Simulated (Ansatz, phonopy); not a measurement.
# CaSe (Fm-3m): phonons against volume, part 2 of 2

Wanted: mode Grüneisen parameters of CaSe and a free-energy fit over volumes.

What experiment has found for this phase:
- heat capacity C_P per formula unit 48.1 J/mol/K near room temperature (given in “High-Throughput Prediction of Finite-Temperature Properties using the Quasi-Harmonic Approximation”, 2016, arXiv:1603.06924)

Ansatz 0.2.0; DFT LDA, scalar-relativistic, plane waves, PAW.

So far. Step 10 (Single point at a scaled cell, V/V0 1.03): The run ends at a pressure of -1.60 GPa. Step 11 (Phonons, V/V0 1.03): No mode is imaginary beyond numerical noise at the solved wavevectors. The highest zone-centre mode (no LO–TO term) moved by -6.2 % for a volume change of +3.0 %.

The database entry behind the starting cell differs from later determinations by our own check (0.1 to 0.3 % short, probably kX units), so it need not match the best structure at ambient conditions.

### 12. Single point at a scaled cell, V/V0 0.97

The cell differs from the one that the last finished run ended in (a 4.136 → 4.054 Å, b 4.136 → 4.054 Å, c 4.136 → 4.054 Å).

input.yaml reads:

```yaml
crystal:
  lattice:
    - [0.0, 2.8663979426, 2.8663979426]
    - [2.8663979426, 0.0, 2.8663979426]
    - [2.8663979426, 2.8663979426, 0.0]
  atoms:
    - { symbol: Ca, position: [0.0, 0.0, 0.0] }
    - { symbol: Se, position: [0.5, 0.5, 0.5] }
kpoints:
  mp_grid: { grid: [8, 8, 8] }
hamiltonian:
  xc: lda
scf:
  occupations: { method: fixed }
output:
  forces: true
  stress: true
  eigenvalues: true
```

Launch:

```sh
> ansatz run input.yaml --threads 4 --pin off --max-ram 8192MiB --backend cpu --events-out ev --progress --plain --runs-dir out
```

Wall time 0.43 s (4 threads of Arm Neoverse V2, shared host); peak memory 0.32 GiB; 1.3 s of CPU time.

The run ends at a pressure of 1.85 GPa.

### 13. Phonons, V/V0 0.97

input.yaml, the sections that differ from step 12:

```yaml
output:
  eigenvalues: true
phonons:
  method: dfpt
  dielectric: true
  rigid_motions: translations
  qmesh: [4, 4, 4]
  temperatures: { t_max: 1000, t_step: 50 }
  qpath:
    path:
      - [[0.0, 0.0, 0.0], [0.5, 0.0, 0.5], [0.625, 0.25, 0.625]]
      - [[0.375, 0.375, 0.75], [0.0, 0.0, 0.0], [0.5, 0.5, 0.5], [0.5, 0.25, 0.75], [0.5, 0.0, 0.5]]
    npoints: 10
# crystal, kpoints, hamiltonian, scf: as in step 12
```

Run time: 1.7 min. Hardware: 4 threads; peak memory 1.2 GiB; 6.5 min of CPU time.

LO-TO term included. The phonon branches at the labelled points (cm⁻¹):

| point | branch 1 | branch 2 | branch 3 | branch 4 | branch 5 | branch 6 |
| --- | --- | --- | --- | --- | --- | --- |
| Γ | 0 | 0 | 0 | 204 | 204 | 277 |
| halfway | 63 | 63 | 147 | 208 | 208 | 227 |
| X | 84 | 84 | 123 | 211 | 211 | 225 |
| halfway | 91 | 100 | 122 | 208 | 216 | 224 |
| U | 110 | 117 | 132 | 198 | 221 | 224 |
| jump to K | 110 | 117 | 132 | 198 | 221 | 224 |
| halfway | 74 | 112 | 136 | 181 | 212 | 257 |
| Γ | 0 | 0 | 0 | 204 | 204 | 277 |
| halfway | 84 | 84 | 115 | 195 | 195 | 275 |
| L | 134 | 134 | 168 | 174 | 174 | 271 |
| halfway | 122 | 126 | 150 | 186 | 204 | 244 |
| W | 109 | 109 | 147 | 202 | 219 | 219 |
| halfway | 92 | 115 | 120 | 209 | 214 | 223 |
| X | 84 | 84 | 123 | 211 | 211 | 225 |

No mode is imaginary beyond numerical noise at the solved wavevectors. The highest zone-centre mode (no LO–TO term) moved by +6.4 % for a volume change of -3.0 %.

### 14. A cell at another volume, V/V0 1.05

The cell differs from the one that the last finished run ended in (a 4.054 → 4.162 Å, b 4.054 → 4.162 Å, c 4.054 → 4.162 Å).

input.yaml, the sections that differ from step 13:

```yaml
crystal:
  lattice:
    - [0.0, 2.9431270144, 2.9431270144]
    - [2.9431270144, 0.0, 2.9431270144]
    - [2.9431270144, 2.9431270144, 0.0]
  atoms:
    - { symbol: Ca, position: [0.0, 0.0, 0.0] }
    - { symbol: Se, position: [0.5, 0.5, 0.5] }
output:
  forces: true
  stress: true
  eigenvalues: true
# kpoints, hamiltonian, scf: as in step 13
# phonons: removed
```

It took 0.46 s on 4 threads; peak memory 0.32 GiB.

The run ends at a pressure of -2.53 GPa.

### 15. Lattice dynamics at this volume, V/V0 1.05

input.yaml, the sections that differ from step 14:

```yaml
output:
  eigenvalues: true
phonons:
  method: dfpt
  dielectric: true
  rigid_motions: translations
  qmesh: [4, 4, 4]
  temperatures: { t_max: 1000, t_step: 50 }
  qpath:
    path:
      - [[0.0, 0.0, 0.0], [0.5, 0.0, 0.5], [0.625, 0.25, 0.625]]
      - [[0.375, 0.375, 0.75], [0.0, 0.0, 0.0], [0.5, 0.5, 0.5], [0.5, 0.25, 0.75], [0.5, 0.0, 0.5]]
    npoints: 10
# crystal, kpoints, hamiltonian, scf: as in step 14
```

Elapsed: 1.7 min, on 4 threads; peak memory 1.3 GiB; 6.8 min of CPU time.

No mode is imaginary beyond numerical noise at the solved wavevectors. The highest zone-centre mode (no LO–TO term) moved by -10.2 % for a volume change of +5.0 %.

### 16. Mode Grüneisen parameters

This step: DFT LDA, scalar-relativistic, plane waves, PAW (phonopy 4.10.0).

This step gave:

```
share of modes with a negative Grüneisen parameter : 0.025
```

Mean Grüneisen, by row:

| T (K) | heat-capacity-weighted mean | root mean square |
| --- | --- | --- |
| 50 | 1.123 | 1.338 |
| 100 | 1.353 | 1.529 |
| 200 | 1.424 | 1.584 |
| 300 | 1.438 | 1.594 |
| 500 | 1.445 | 1.599 |
| 800 | 1.447 | 1.601 |

The mean mode Grueneisen parameter by wavenumber:

| wavenumber (cm⁻¹) | mean mode Grueneisen parameter |
| --- | --- |
| 4 | - |
| 13 | - |
| 22 | 1.01 |
| 31 | 0.0385 |
| 40 | 0.806 |
| 49 | 0.957 |
| 58 | 0.64 |
| 67 | 0.726 |
| 76 | 0.577 |
| 85 | 0.544 |
| 94 | 0.724 |
| 103 | 0.773 |
| 112 | 0.922 |
| 120 | 1.08 |
| 129 | 1.29 |
| 138 | 1.22 |
| 147 | 1.32 |
| 156 | 1.3 |
| 165 | 2.06 |
| 174 | 2.07 |
| 183 | 2.11 |
| 192 | 2.13 |
| 201 | 2.2 |
| 210 | 2.04 |
| 219 | 1.61 |
| 228 | 1.46 |
| 236 | 1.32 |
| 245 | 1.2 |
| 254 | 1.14 |
| 263 | 1.11 |

Volume series, by row:

| V/V0 | V (Å³/atom) | pressure (GPa) | E - E0 (meV/atom) | gap (eV) | zero-point energy (meV/atom) | lowest on the path (cm⁻¹) | highest at Gamma without the LO-TO term (cm⁻¹) |
| --- | --- | --- | --- | --- | --- | --- | --- |
| 0.97 | 23.55 | 1.851 | 4.084 | 1.626 | 30.64 | 0 | 203.7 |
| 0.985 | 23.92 | 0.886 | 0.983 | 1.672 | 29.92 | 0 | 197.6 |
| 1 | 24.28 | -0.007 | 0 | 1.715 | 29.23 | 0 | 191.5 |
| 1.015 | 24.64 | -0.833 | 0.969 | 1.756 | 28.54 | 0 | 185.6 |
| 1.03 | 25.01 | -1.598 | 3.741 | 1.795 | 27.87 | 0 | 179.7 |
| 1.05 | 25.49 | -2.531 | 10.02 | 1.844 | 27 | 0 | 172.1 |

The optical frequency at Gamma without the LO-TO term, mode 4 by V/V0:

| V/V0 | optical frequency at Gamma without the LO-TO term, mode 4 (cm⁻¹) |
| --- | --- |
| 0.9700 | 204 |
| 0.9850 | 198 |
| 1.0000 | 192 |
| 1.0150 | 186 |
| 1.0300 | 180 |
| 1.0500 | 172 |

Grüneisen at points, by row:

| point | branch | frequency (cm⁻¹) | mode Grüneisen parameter |
| --- | --- | --- | --- |
| Γ | 4 | 191.5 | 2.09 |
| Γ | 6 | 267.7 | 1.11 |
| X | 1 | 83.7 | 0.01 |
| X | 3 | 123 | 0.01 |
| X | 4 | 197.9 | 2.23 |
| X | 6 | 209.8 | 2.31 |
| U | 1 | 106.5 | 0.98 |
| U | 2 | 116.7 | -0.01 |
| U | 3 | 128.6 | 0.81 |
| U | 4 | 185.3 | 2.22 |
| U | 5 | 206.5 | 2.3 |
| U | 6 | 211.8 | 1.83 |
| K | 1 | 106.5 | 0.98 |
| K | 2 | 116.7 | -0.01 |
| K | 3 | 128.6 | 0.81 |
| K | 4 | 185.3 | 2.22 |
| K | 5 | 206.5 | 2.3 |
| K | 6 | 211.8 | 1.83 |
| L | 1 | 127.1 | 1.81 |
| L | 3 | 161.8 | 1.19 |
| L | 4 | 163.3 | 2.06 |
| L | 6 | 261.9 | 1.08 |
| W | 1 | 108.7 | 0 |
| W | 3 | 140.4 | 1.51 |
| W | 4 | 191.4 | 1.71 |
| W | 5 | 204.8 | 2.27 |

### 17. Quasi-harmonic fit by phonopy

This step gave:

```yaml
volume_expansion_coefficient_at_300_k: 43.66 1e-6/K
isothermal_bulk_modulus_at_300_k: 53.78 GPa
c_p_at_300_k: 24.22 J/mol-atom/K
grueneisen_parameter_at_300_k: 1.466
```

The energy (each curve on its own zero) by volume; values in meV/atom:

| volume (Å³/atom) | static | F at 0 K | F at 300 K | F at 900 K |
| --- | --- | --- | --- | --- |
| 23.551 | 4.08 | 5.85 | 8.64 | 17.1 |
| 23.915 | 0.98 | 2.04 | 3.77 | 8.94 |
| 24.279 | 0 | 0.36 | 1 | 2.88 |
| 24.644 | 0.97 | 0.64 | 0.18 | -1.25 |
| 25.008 | 3.74 | 2.75 | 1.17 | -3.61 |
| 25.493 | 10.0 | 8.16 | 5.04 | -4.23 |

Phonopy-qha, vinet fit of F(V) at each temperature; no electronic free energy. Qha vinet, by row:

| T (K) | fitted volume (Å³/atom) | alpha_V (1e-6/K) | B_T (GPa) | C_P (J/mol-atom/K) | Grueneisen |
| --- | --- | --- | --- | --- | --- |
| 100 | 24.43 | 27.14 | 56.02 | 16.6 | 1.347 |
| 150 | 24.47 | 35.62 | 55.5 | 20.75 | 1.416 |
| 200 | 24.52 | 39.72 | 54.94 | 22.62 | 1.443 |
| 250 | 24.57 | 42.07 | 54.36 | 23.61 | 1.457 |
| 300 | 24.62 | 43.66 | 53.78 | 24.22 | 1.466 |
| 350 | 24.68 | 44.87 | 53.19 | 24.63 | 1.474 |
| 400 | 24.73 | 45.87 | 52.59 | 24.94 | 1.481 |
| 450 | 24.79 | 46.77 | 51.99 | 25.18 | 1.487 |
| 500 | 24.85 | 47.61 | 51.38 | 25.39 | 1.493 |
| 550 | 24.91 | 48.41 | 50.76 | 25.58 | 1.499 |
| 600 | 24.97 | 49.2 | 50.15 | 25.75 | 1.505 |
| 650 | 25.03 | 49.98 | 49.52 | 25.91 | 1.511 |
| 700 | 25.09 | 50.77 | 48.89 | 26.07 | 1.517 |
| 750 | 25.16 | 51.58 | 48.26 | 26.22 | 1.523 |
| 800 | 25.22 | 52.39 | 47.62 | 26.37 | 1.529 |

The volume expansion coefficient, phonopy-qha, Vinet by temperature:

temperature (K), volume expansion coefficient, phonopy-qha, Vinet (1e-6/K) and a bar from the least value:
```
       75       19.6 
      100       27.1 #######
      125       32.2 ############
      150       35.6 ###############
      175       38.0 #################
      200       39.7 ##################
      225       41.0 ####################
      250       42.1 #####################
      275       42.9 #####################
      300       43.7 ######################
      325       44.3 #######################
      350       44.9 #######################
      375       45.4 ########################
      400       45.9 ########################
      425       46.3 ########################
      450       46.8 #########################
      475       47.2 #########################
      500       47.6 ##########################
      525       48.0 ##########################
      550       48.4 ##########################
      575       48.8 ###########################
      600       49.2 ###########################
      625       49.6 ###########################
      650       50.0 ############################
      675       50.4 ############################
      700       50.8 #############################
      725       51.2 #############################
      750       51.6 #############################
      775       52.0 ##############################
      800       52.4 ##############################
```

The fit gives a volume expansion of 43.7 × 10⁻⁶/K at 300 K.

### 18. Outcome

```
volume expansion coefficient at 300 K  : 43.66 1e-6/K
isothermal bulk modulus at 300 K       : 53.78 GPa
C_P at 300 K                           : 24.22 J/mol-atom/K
Grüneisen parameter at 300 K           : 1.466
mean mode Grüneisen parameter at 300 K : 1.44
```

**Reading.** Near room temperature CaSe expands by 43.7 × 10⁻⁶/K in volume by LDA, with C_P = 24.2 J/(mol K) per mole of atoms and B_T = 53.8 GPa. The table stops at 800 K because beyond it the fitted volume comes within 1 % of the largest computed cell, where the fit loses its support. C_P at room temperature is 97 % of the classical 3R an atom. A measured heat capacity per formula unit near room temperature is 48.1 J/mol/K (arXiv:1603.06924); the calculated 48.4 J/mol/K differs by +1 %. The heat-capacity-weighted Grüneisen parameter goes from 1.12 at 50 K to 1.45 at 800 K; 2 % of the modes stiffen on expansion. Weighting γ by the density of states and each mode's heat capacity at 300 K, modes below 90 cm⁻¹ give about 5 % of the sum of γC that drives the expansion, those up to 180 cm⁻¹ 43 % and the rest 52 %. Among the labelled points γ is largest for branch 6 at X (210 cm⁻¹, 2.3) and most negative for branch 2 at U (117 cm⁻¹, -0.01). The PAW files were made for PBE and are used here under another functional, for which the program regenerates the frozen cores.

[Logs are printed without paths, hosts, clocks, repeated set-up lines and the standing remarks that a program may print on its own settings, such as how far it seeks lower states.]

[Hosts, paths, dates, database ids (printed as entryN), source tags and the programs' standing remarks are cut or masked in the printed files.]

[A step with changed settings may run another functional than the one named; its input shows which.]

[Of the runs on displaced cells, only some may be shown.]
